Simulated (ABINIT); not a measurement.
Crystal: Al.

```
Al
1.0
     2.72176    0.00000    0.00000
     0.00000    2.72176    0.00000
     0.00000    0.00000    2.72176
Al
1
Direct
  0.00000 0.00000 0.00000
```

The cell was built by a generator and needn't be a form met in nature.

Base run:

* Program: ABINIT 10.8.3 (patched build)
* Functional: PBEsol
* Potentials or basis: JTH PAW PBE v2.0
* Cutoff: 490 eV
* k mesh: 10 × 10 × 10
* Occupations: fermi-dirac, width 0.05 eV
* Spin: no spin polarisation

Its results: band gap on the k mesh none (metal or under the smearing width); pressure -0.9 GPa.

**Question.** After a change of settings the same cell gave: band gap on the k mesh none (metal or under the smearing width); pressure 1.2 GPa. Which change was it?
A. functional from PBEsol to SCAN
B. functional from PBEsol to RPBE
C. functional from PBEsol to r2SCAN
D. functional from PBEsol to LDA

**Answer.** B.

RPBE binds less tightly than PBEsol, so the same cell stands under more pressure.

Caveats: the PAW data sets were made with another functional, which shifts forces and pressure a little.

Runs at the PBE level aren't shown here.
